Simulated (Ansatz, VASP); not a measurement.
SiC: VASP beside Ansatz

```
Si C
1.0
     3.21561    0.00000    0.00000
    -1.60781    2.78480    0.00000
     0.00000    0.00000    5.03983
Si C
2 2
Direct
  0.33333 0.66667 0.49762
  0.66667 0.33333 0.99762
  0.33333 0.66667 0.87738
  0.66667 0.33333 0.37738
```

Alike in both runs: task single point; functional PBE; k mesh 12 × 12 × 6; occupations gaussian, width 0.02 eV; no spin polarisation.

```csv
,VASP,Ansatz
version,VASP 6.6.1,Ansatz 0.2.0
potentials or method,"VASP PAW PBE potentials, release 64 (Si, C)","scalar-relativistic, plane waves, PAW"
plane-wave cutoff (eV),520,420
valence electrons in the cell,16,16
```

|  | VASP | Ansatz | Ansatz less VASP |
| --- | --- | --- | --- |
| gap on the k mesh at the Fermi level (eV) | 2.17 | 2.17 | +0.004 |
| least direct gap on the mesh (eV) | 3.26 | 3.26 | -0.001 |
| pressure (GPa) | -13.1 | -13.1 | +0.01 |
| largest component of the traceless stress (GPa) | 13.17 | 13.11 | -0.059 |

A k mesh can miss the band edges.
